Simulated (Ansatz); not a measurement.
# Ti (Fm-3m) in Ansatz: further runs, part 2 of 2

Ansatz 0.2.0.

## (3) Relaxation of cell and atoms, RPBE

The input, input.yaml:

```yaml
crystal:
  lattice:
    - [0.0, 2.03, 2.03]
    - [2.03, 0.0, 2.03]
    - [2.03, 2.03, 0.0]
  atoms:
    - { symbol: Ti, position: [0.0, 0.0, 0.0] }
hamiltonian:
  xc: rpbe
  pseudopotentials: { kind: paw }
kpoints:
  mp_grid: { grid: [11, 11, 11] }
scf:
  occupations: { method: fermi_dirac, width: 0.05 }
output:
  forces: true
  stress: true
  eigenvalues: true
relax:
  f_tol: 0.01
  max_steps: 40
  cell: { stress_tol: 0.05 }
```

Potentials or basis: Ansatz PAW.

Command:

```bash
$ ansatz run input.yaml --threads 2 --pin off --max-ram 5632MiB --backend cpu --events-out ev --progress --plain --runs-dir out
```

Wall time 1.8 s (2 threads of Arm Neoverse V2, shared host); peak memory 0.27 GiB.

The run converged. Its results:

| Quantity | Value |
| --- | --- |
| Free energy | -2503.9886 eV |
| Relaxed volume | 17.91 Å³/atom |
| Relaxed cell | a = 2.937 Å, b = 2.937 Å, c = 2.937 Å, α = 60.00°, β = 60.00°, γ = 60.00° |
| Space group after relaxing (to 0.05 Å) | Fm-3m (No. 225) |
| Energy gained by relaxing | 26.4 meV/atom |
| Ionic steps | 5 |
| Pressure after relaxing | 0.0 GPa |
| Band gap on the k mesh | none (metal or under the smearing width) |

The path:
```tsv
step	energy change (eV)	largest force (eV/Å)	volume (Å³)
1	0.0000	0.0000	16.73
2	-0.0143	0.0000	18.75
3	-0.0262	0.0000	17.97
4	-0.0262	0.0000	17.91
5	-0.0264	0.0000	17.91
```

Final structure:
```
Ti
1.0
     0.00000    2.07645    2.07645
     2.07645    0.00000    2.07645
     2.07645    2.07645    0.00000
Ti
1
Cartesian
  0.0000 0.0000 0.0000
```

Levels at points of the mesh, in eV from the Fermi level:
| k point | band 4 | band 5 | band 6 | band 7 | band 8 | band 9 |
| --- | --- | --- | --- | --- | --- | --- |
| (0.00, 0.00, 0.00) | -32.69 | -6.00 | 0.88 | 0.88 | 0.88 | 2.46 |

Caveat: the plane-wave basis is chosen anew once the cell has moved, so the energies of steps on either side of that aren't comparable; the PAW data sets come from PBE, with cores solved anew for the run's functional, which leaves a small shift of forces and pressure. RPBE and its kin give volumes clearly too large for solids.

## (4) Relaxation of cell and atoms, revPBE

Edit input.yaml of step 3 so:

```diff
@@ -8,3 +8,3 @@
 hamiltonian:
-  xc: rpbe
+  xc: revpbe
   pseudopotentials: { kind: paw }
@@ -18,2 +18,6 @@
   eigenvalues: true
+  write_density: true
+  write_potential: true
+  elf: true
+  volumetric_format: npy
 relax:
```

Command:

```bash
$ ansatz run input.yaml --threads 2 --pin off --max-ram 5632MiB --backend cpu --events-out ev --progress --plain --runs-dir out
```

Wall time 1.8 s (2 threads of Arm Neoverse V2, shared host); peak memory 0.28 GiB.

It converged, with:

| Property | Result |
| --- | --- |
| Free energy | -2502.7383 eV |
| Relaxed volume | 17.75 Å³/atom |
| Relaxed cell | a = 2.928 Å, b = 2.928 Å, c = 2.928 Å, α = 60.00°, β = 60.00°, γ = 60.00° |
| Space group after relaxing (to 0.05 Å) | Fm-3m (No. 225) |
| Energy gained by relaxing | 20.3 meV/atom |
| Ionic steps | 5 |
| Pressure after relaxing | 0.0 GPa |
| Band gap on the k mesh | none (metal or under the smearing width) |

Step by step:
```csv
step,energy change (eV),largest force (eV/Å),volume (Å³)
1,0.0000,0.0000,16.73
2,-0.0108,0.0000,18.50
3,-0.0202,0.0000,17.80
4,-0.0202,0.0000,17.75
5,-0.0203,0.0000,17.75
```

Final structure:
```
Ti
1.0
     0.00000    2.07046    2.07046
     2.07046    0.00000    2.07046
     2.07046    2.07046    0.00000
Ti
1
Direct
  0.00000 0.00000 0.00000
```

Levels at points of the mesh, in eV from the Fermi level:
| k point | band 4 | band 5 | band 6 | band 7 | band 8 | band 9 |
| --- | --- | --- | --- | --- | --- | --- |
| (0.00, 0.00, 0.00) | -32.65 | -6.02 | 0.88 | 0.88 | 0.88 | 2.48 |

Caveat: the plane-wave basis is chosen anew once the cell has moved, so the energies of steps on either side of that aren't comparable; the PAW data sets come from PBE, with cores solved anew for the run's functional, which leaves a small shift of forces and pressure.

## (5) Relaxation of cell and atoms, BLYP

Edit input.yaml of step 4 so:

```diff
@@ -8,3 +8,3 @@
 hamiltonian:
-  xc: revpbe
+  xc: blyp
   pseudopotentials: { kind: paw }
@@ -18,6 +18,2 @@
   eigenvalues: true
-  write_density: true
-  write_potential: true
-  elf: true
-  volumetric_format: npy
 relax:
```

Potentials or basis: Ansatz PAW.

Command:

```bash
$ ansatz run input.yaml --threads 2 --pin off --max-ram 5632MiB --backend cpu --events-out ev --progress --plain --runs-dir out
```

Log:

```text
Warning: RAYON_NUM_THREADS=2 ignored (pool sized by the plan → 2); use --threads N
Engine: ansatz 0.2.0, aarch64-unknown-linux-gnu
Pseudopotentials: kind: paw
Pseudopotential: Ti, paw, valence charge 12, recommended cutoff 420 eV (normal), Ti.paw.azcp
Functional definition: BLYP
  parameter beta = 0.0042
  parameter a = 0.04918
  parameter b = 0.132
  parameter c = 0.2533
  parameter d = 0.349
  exchange = b88_x(beta = beta)
  correlation = lyp_c(a = a, b = b, c = c, d = d)
Crystal: 1 atoms, lattice volume = 16.731 Å³
Basis set: ecut = 420 eV, 331 PW (Γ), exchange–correlation on 40×40×40 points (8 copies of the dense FFT grid, shifted against one another)
Bands: 10, of which v1, the nominal top of the filled ones, is band 6 counted from 1 (5 counted from 0)
Symmetry: 48 space group operations
[... 89 lines left out ...]
  E_xc         = -95.365372
  E_vxc        = -119.284607  (∫ρ·V_xc dr)
  E_paw        = -1056.141062  (= ΣΔE_a)
  E_vpaw       = -170.576179  (= ΣTr[D̂ρ^β])
  E_aug_tail   = 0.000108  (compensation charges beyond the density's cutoff)
  E_ewald      = -1148.099519
  E_core_change = 0.016934  (= ΣΔE_core)
  E_smearing   = -0.011451  (= −TS)
  E_closure    = -0.000000  (closes the sum)
  Σ components = -2505.848502   (vs F -2505.848502, Δ=0.00e0)
--- Forces (eV/Å), atoms counted from 1 ---
  atom   1  Ti    -0.00000000    -0.00000000    -0.00000000
  max |Σ_I F_I| component: 4.93e-32 eV/Å
--- Stress (GPa, compression-positive) ---
        0.000464       0.000000      -0.000000
        0.000000       0.000464       0.000000
       -0.000000       0.000000       0.000464
  P = ⅓ Tr σ = 0.0005 GPa (0.005 kbar)
--- Band table (eV; the first three rows and the last of 56) ---
  k-point 0: bands = ["-43.2056", "-19.1875", "-19.1875", "-19.1875", "7.5060", "14.1858", "14.1858", "14.1858", "15.7748", "15.7748"]
  k-point 1: bands = ["-43.1967", "-19.2391", "-19.1940", "-19.1940", "7.7666", "14.0354", "14.2755", "14.2755", "15.7211", "15.7211"]
  k-point 2: bands = ["-43.1725", "-19.3758", "-19.2115", "-19.2115", "8.4986", "13.6884", "14.4369", "14.4369", "15.6854", "15.6854"]
  k-point 55: bands = ["-43.0553", "-19.6135", "-19.5795", "-19.4035", "11.9870", "12.7385", "13.2514", "15.4740", "16.9526", "21.3543"]
--- Relaxed structure (5 steps of the walk, 5 accepted, 2 SCFs on fresh bases) ---
  F+E_penalty+E_count = -2505.84850193 eV   max|allowed force component| = 0.000e0 eV/Å   (the final SCF, on the basis selected at the relaxed cell)
  cell:  # Å, volume = 17.7432 Å³
    - [9.394592185651245e-34, 2.070146310502713, 2.070146310502713]
    - [2.070146310502713, 4.108143701522069e-34, 2.070146310502713]
    - [2.070146310502713, 2.070146310502713, -7.96151880139936e-34]
  atoms:
    - { symbol: Ti, position: [0.0, 0.0, 0.0] }
```

Wall time 2.4 s (2 threads of Arm Neoverse V2, shared host); peak memory 0.27 GiB.

What came out:

```
Free energy                            : -2505.8485 eV
Relaxed volume                         : 17.74 Å³/atom
Relaxed cell                           : a = 2.928 Å, b = 2.928 Å, c = 2.928 Å, α = 60.00°, β = 60.00°, γ = 60.00°
Space group after relaxing (to 0.05 Å) : Fm-3m (No. 225)
Energy gained by relaxing              : 20.0 meV/atom
Ionic steps                            : 7
Pressure after relaxing                : 0.0 GPa
Band gap on the k mesh                 : none (metal or under the smearing width)
```

The path:
```
step  energy change (eV)  largest force (eV/Å)  volume (Å³)
   1              0.0000                0.0000        16.73
   2             -0.0101                0.0000        18.49
   3             -0.0197                0.0000        17.79
   4             -0.0198                0.0000        17.73
   5             -0.0200                0.0000        17.73
   6             -0.0200                0.0000        17.74
   7             -0.0200                0.0000        17.74
```

Final structure:
```yaml
crystal:
  lattice:
    - [0.00000, 2.07015, 2.07015]
    - [2.07015, 0.00000, 2.07015]
    - [2.07015, 2.07015, 0.00000]
  atoms:
    - { symbol: Ti, position: [0.00000, 0.00000, 0.00000] }
```

Caveat: the plane-wave basis is chosen anew once the cell has moved, so the energies of steps on either side of that aren't comparable; the PAW data sets come from PBE, with cores solved anew for the run's functional, which leaves a small shift of forces and pressure. Zero-point motion and thermal expansion aren't in these numbers.

## (6) Relaxation of cell and atoms, r2SCAN

Edit input.yaml of step 5 so:

```diff
@@ -8,3 +8,3 @@
 hamiltonian:
-  xc: blyp
+  xc: r2scan
   pseudopotentials: { kind: paw }
@@ -18,2 +18,6 @@
   eigenvalues: true
+  write_density: true
+  write_potential: true
+  elf: true
+  volumetric_format: npy
 relax:
```

Potentials or basis: Ansatz PAW.

Command:

```bash
$ ansatz run input.yaml --threads 2 --pin off --max-ram 5632MiB --backend cpu --events-out ev --progress --plain --runs-dir out
```

Run time: 4.2 s. Hardware: 2 threads of Arm Neoverse V2, shared host; peak memory 0.34 GiB.

The run converged. Its results:

| Property | Result |
| --- | --- |
| Free energy | -2504.3058 eV |
| Relaxed volume | 17.35 Å³/atom |
| Relaxed cell | a = 2.906 Å, b = 2.906 Å, c = 2.906 Å, α = 60.00°, β = 60.00°, γ = 60.00° |
| Space group after relaxing (to 0.05 Å) | Fm-3m (No. 225) |
| Energy gained by relaxing | 8.0 meV/atom |
| Ionic steps | 5 |
| Pressure after relaxing | 0.0 GPa |
| Band gap on the k mesh | none (metal or under the smearing width) |

Step by step:
```tsv
step	energy change (eV)	largest force (eV/Å)	volume (Å³)
1	0.0000	0.0000	16.73
2	-0.0028	0.0000	17.84
3	-0.0076	0.0000	17.37
4	-0.0076	0.0000	17.35
5	-0.0080	0.0000	17.35
```

Final structure:
```xyz
1
Lattice="0.0000 2.0546 2.0546 2.0546 0.0000 2.0546 2.0546 2.0546 0.0000" Properties=species:S:1:pos:R:3 pbc="T T T"
Ti    0.0000    0.0000    0.0000
```

Levels at points of the mesh, in eV from the Fermi level:
```tsv
k point	band 4	band 5	band 6	band 7	band 8	band 9
(0.00, 0.00, 0.00)	-33.84	-6.49	1.01	1.01	1.01	2.81
```

Caveat: the plane-wave basis is chosen anew once the cell has moved, so the energies of steps on either side of that aren't comparable; the PAW data sets come from PBE, with cores solved anew for the run's functional, which leaves a small shift of forces and pressure. Zero-point motion and thermal expansion aren't in these numbers.

## (7) Overview

| level | cutoff (eV) | gap on the mesh (eV) | pressure (GPa) | relaxed volume (Å³/atom) |
| --- | --- | --- | --- | --- |
| PBEsol | 420 | none | 0.0 | 16.65 |
| RPBE | 420 | none | 0.0 | 17.91 |
| revPBE | 420 | none | 0.0 | 17.75 |
| BLYP | 420 | none | 0.0 | 17.74 |
| r2SCAN | 500 | none | 0.0 | 17.35 |

Alike in all rows: task relaxation of cell and atoms; potentials or basis Ansatz PAW; no spin polarisation; cell relaxed; k mesh 11 × 11 × 11; smearing fermi-dirac 0.05 eV.

Caveats: the plane-wave basis is chosen anew once the cell has moved, so the energies of steps on either side of that aren't comparable; the PAW data sets come from PBE, with cores solved anew for the run's functional, which leaves a small shift of forces and pressure.

Total energies depend on the potentials used, so only differences within one code and one set of settings carry meaning.
